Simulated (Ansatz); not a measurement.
Au: relaxation of cell and atoms with r2SCAN

Au:

```xyz
1
Lattice="-1.6573 1.6573 1.6573 1.6573 -1.6573 1.6573 1.6573 1.6573 -1.6573" Properties=species:S:1:pos:R:3 pbc="T T T"
Au    0.0000    0.0000    0.0000
```

This isn't the form of Au at room conditions, which is fcc.

```json
{
  "Program": "Ansatz 0.2.0",
  "Task": "relaxation of cell and atoms",
  "Functional": "r2SCAN",
  "Potentials or basis": "Ansatz PAW",
  "Cutoff": "500 eV (not typed: the program's choice for these potentials)",
  "k mesh": "11 × 11 × 11",
  "Occupations": "fermi-dirac, width 0.05 eV",
  "Spin": "no spin polarisation",
  "Target pressure": "30 GPa",
  "Target pressure (GPa)": "30"
}
```

```json
{
 "Relaxed volume": "15.41 Å³/atom",
 "Relaxed cell": "a = 2.715 Å, b = 2.715 Å, c = 2.715 Å, α = 109.47°, β = 109.47°, γ = 109.47°",
 "Space group after relaxing (to 0.05 Å)": "Im-3m (No. 229)",
 "Energy change on relaxing (the enthalpy is what falls)": "+173.0 meV/atom",
 "Ionic steps": "6",
 "Pressure after relaxing": "30.0 GPa",
 "Band gap on the k mesh": "none (metal or under the smearing width)"
}
```

Step by step:
| step | energy change (eV) | largest force (eV/Å) | volume (Å³) |
| --- | --- | --- | --- |
| 1 | 0.0000 | 0.0000 | 18.21 |
| 2 | 0.1272 | 0.0000 | 15.67 |
| 3 | 0.1920 | 0.0000 | 15.31 |
| 4 | 0.1714 | 0.0000 | 15.41 |
| 5 | 0.1721 | 0.0000 | 15.41 |
| 6 | 0.1730 | 0.0000 | 15.41 |

Final structure:
```
Au
1.0
    -1.56762    1.56762    1.56762
     1.56762   -1.56762    1.56762
     1.56762    1.56762   -1.56762
Au
1
Cartesian
  0.0000 0.0000 0.0000
```

Levels at points of the mesh, in eV from the Fermi level:
```csv
k point,band 6,band 7,band 8,band 9,band 10,band 11,band 12,band 13,band 14
"(0.00, 0.00, 0.00)",-5.65,-5.65,-5.65,-3.32,-3.32,17.31,17.31,17.31,27.37
```

Run time: 9.7 s on 2 threads of Intel(R) Xeon(R) Processor @ 2.70GHz, on a shared host, peak memory 0.39 GiB.

Caveat: the volume moved by over 15 % at a fixed basis, so the end points are rough; the plane-wave basis is chosen anew once the cell has moved, so the energies of steps on either side of that aren't comparable; the PAW data sets come from PBE, with cores solved anew for the run's functional, which leaves a small shift of forces and pressure. The run has no spin-orbit coupling, so splittings on Au are missing.
